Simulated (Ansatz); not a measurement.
# Ir: the cost of one run

Computed with Ansatz 0.2.0 (DFT PBE, scalar-relativistic, plane waves, PAW, unless a step's input says otherwise).

## 1. The starting structure

Symmetry: Pm-3m, No. 221, cubic system. Conventional cell: a = 2.465 Å, b = 2.465 Å, c = 2.465 Å, α = 90.00°, β = 90.00°, γ = 90.00°. Ir (site symmetry m-3m) is surrounded by 6 Ir at 2.47 Å.

Structure file:

```xyz
1
Lattice="2.4653 0.0000 0.0000 0.0000 2.4653 0.0000 0.0000 0.0000 2.4653" Properties=species:S:1:pos:R:3 pbc="T T T"
Ir    0.0000    0.0000    0.0000
```

This is candidate A: simple cubic type (Pm-3m, No. 221).

(A quick probe on a coarse mesh, which set the mesh and smearing, is not shown.)

## 3. Rough relaxation on the coarse mesh (candidate A)

Contents of input.yaml:

```yaml
crystal:
  lattice:
    - [2.4653247458, 0.0, 0.0]
    - [0.0, 2.4653247458, 0.0]
    - [0.0, 0.0, 2.4653247458]
  atoms:
    - { symbol: Ir, position: [0.0, 0.0, 0.0] }
basis:
  ecutwfc: 420
kpoints:
  mp_grid: { grid: [8, 8, 8] }
hamiltonian:
  xc: pbe
scf:
  occupations: { method: gaussian, width: 0.1 }
  lower_state_search: "off"
output:
  forces: true
  stress: true
  eigenvalues: true
relax:
  adjacent_minimum: "off"
  f_tol: 0.04
  max_steps: 70
  cell: { stress_tol: 0.4 }
```

Q: Estimate wall time and peak memory on 1 thread of an x86-64 CPU, shared host.

About 5.2 s, with a peak of 0.4 GiB.
